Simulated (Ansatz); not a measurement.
## From barrier to diffusion: H in Pd

Method: DFT PBE, scalar-relativistic, plane waves, PAW (Ansatz 0.2.0). (420 eV cutoff, 4×4×4 k-mesh, shifted by half a step, Gaussian smearing of 0.10 eV, no spin polarisation)

Host crystal, relaxed:

```cif
data_structure
_symmetry_space_group_name_H-M 'P 1'
_symmetry_Int_Tables_number 1
_cell_length_a 2.7876
_cell_length_b 2.7876
_cell_length_c 2.7876
_cell_angle_alpha 60.000
_cell_angle_beta 60.000
_cell_angle_gamma 60.000
_cell_volume 15.32
loop_
_atom_site_label
_atom_site_type_symbol
_atom_site_fract_x
_atom_site_fract_y
_atom_site_fract_z
_atom_site_occupancy
Pd1 Pd 0.00000 0.00000 0.00000 1
```

In a supercell of 16 host sites, interstitial H hops to an equivalent place, moving 2.79 Å. Climbing-image nudged elastic band at fixed cell; the order of the saddle wasn't checked, and the small cell leaves errors of about a tenth of an eV. Zero-point motion and tunnelling, which matter for H, are left out.

```csv
image,path (Å),E − E(0) (eV)
0,0.00,0.000
1,1.06,0.165
2,1.81,0.082
3,2.57,0.123
4,3.32,0.000
```

Question: What are the barriers forward and back, and what attempt frequency does the shape suggest?

Answer: Forward 0.17 eV, back 0.17 eV, the ends being level. For a sinusoidal profile E_b sin²(πx/l), with the H atom alone moving, ν = (1/l)√(E_b/2m) = 1.0×10¹³ s⁻¹, within an order of magnitude of the customary 10¹³ s⁻¹; a true prefactor needs the vibrations at the minimum and at the saddle.

Question: With ν = 10¹³ s⁻¹, give the forward jump rate along this one path, the wait 1/k for that jump, the diffusivity D ≈ l²k and the distance √(Dt) covered in an hour at 300, 600 and 1000 K, taking the host as solid throughout.

Answer: k = ν exp(−E_b/k_BT):
| T (K) | k (1/s) | wait (s) | D (cm²/s) | √(Dt) in 1 h (nm) |
| --- | --- | --- | --- | --- |
| 300 | 1.7×10¹⁰ | 6.0×10⁻¹¹ | 1.3×10⁻⁵ | 2.2×10⁶ |
| 600 | 4.1×10¹¹ | 2.5×10⁻¹² | 3.2×10⁻⁴ | 1.1×10⁷ |
| 1000 | 1.5×10¹² | 6.8×10⁻¹³ | 1.1×10⁻³ | 2.0×10⁷ |

D = l²k holds for six equivalent jumps in three dimensions (z l²k/6) and is a scale otherwise. Long-range transport needs a connected net of such jumps, and traps slow it. D is that of an interstitial already there. An error of 0.1 eV in the barrier changes k by a factor of 48 at 300 K and 3.2 at 1000 K.

Cost: 1 run of about 98 core-minutes, on Intel Xeon Processor @ 2.70GHz (shared hosts).